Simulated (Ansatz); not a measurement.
MgAl2O4:
```
CELL_PARAMETERS angstrom
      0.00000     4.04203     4.04203
      4.04203     0.00000     4.04203
      4.04203     4.04203     0.00000
ATOMIC_POSITIONS crystal
  Mg 0.75000 0.75000 0.75000
  Mg 0.50000 0.50000 0.50000
  Al 0.62500 0.12500 0.12500
  Al 0.12500 0.12500 0.62500
  Al 0.12500 0.62500 0.12500
  Al 0.12500 0.12500 0.12500
  O  0.36142 0.36142 0.36142
  O  0.33426 0.88858 0.88858
  O  0.36142 0.36142 0.91574
  O  0.88858 0.33426 0.88858
  O  0.91574 0.36142 0.36142
  O  0.88858 0.88858 0.88858
  O  0.36142 0.91574 0.36142
  O  0.88858 0.88858 0.33426
```

Relaxed with r²SCAN.

Task: Map the valence electron density (e/Å³), cut off at 2 on the plane through (0.750, 0.750, 0.750) spanned by u = [1, 0, 0] and v = [-1, 1, 1] in lattice vectors, from plane-wave PAW r²SCAN (Ansatz code).

Result: x is the fraction of u, y of v (the angle between them is 90°; rows are the nearest grid lines); atoms in the plane: Mg at (0.00, 0.00), Mg at (0.50, 0.75), Al at (0.25, 0.38), Al at (0.75, 0.38), O at (0.22, 0.61), O at (0.72, 0.14), O at (0.78, 0.61), O at (0.28, 0.14).
```
y \ x   0.000  0.103  0.172  0.276  0.379  0.448  0.552  0.621  0.724  0.828  0.897   1.00
------  -----  -----  -----  -----  -----  -----  -----  -----  -----  -----  -----  -----
1.00     2.00   1.87  0.168  0.194  0.114  0.071  0.071  0.114  0.194  0.167   1.88   2.00
0.925    1.60  0.150  0.043  0.032  0.044  0.060  0.060  0.045  0.032  0.043  0.147   1.60
0.850   0.076  0.051  0.032  0.027  0.060  0.155  0.155  0.060  0.027  0.032  0.051  0.076
0.775   0.055  0.063  0.080  0.091  0.462   2.00   2.00  0.463  0.091  0.080  0.063  0.055
0.700   0.120  0.350  0.847  0.903  0.387   2.00   2.00  0.388  0.905  0.846  0.350  0.120
0.625   0.242   1.36   2.00   2.00  0.550  0.144  0.144  0.551   2.00   2.00   1.36  0.242
0.550   0.161  0.680   2.00   2.00  0.308  0.087  0.087  0.308   2.00   2.00  0.681  0.161
0.450   0.161  0.174  0.181  0.154  0.134  0.122  0.122  0.134  0.154  0.181  0.174  0.161
0.375   0.242  0.197  0.070  0.050  0.166  0.238  0.238  0.166  0.050  0.070  0.197  0.242
0.300   0.120  0.132  0.140  0.172  0.178  0.164  0.165  0.177  0.172  0.140  0.132  0.120
0.225   0.055  0.163  0.533   1.43  0.532  0.185  0.185  0.532   1.43  0.532  0.163  0.055
0.150   0.076  0.349   1.94   2.00   2.00  0.424  0.424   2.00   2.00   1.94  0.349  0.076
0.0750   1.59  0.354  0.927   2.00  0.877  0.264  0.265  0.878   2.00  0.927  0.354   1.59
0.000    2.00   1.87  0.168  0.194  0.114  0.071  0.071  0.114  0.194  0.167   1.88   2.00
```

The density is the valence pseudo-density with augmentation charge, so density and ELF within about 1 Å of a nucleus are not all-electron values.

Space group Fd-3m (spinel). The r²SCAN relaxation kept the symmetry of its start; of distortions, only those at the zone centre were tested.

Potentials: the later of the program's two PAW sets.
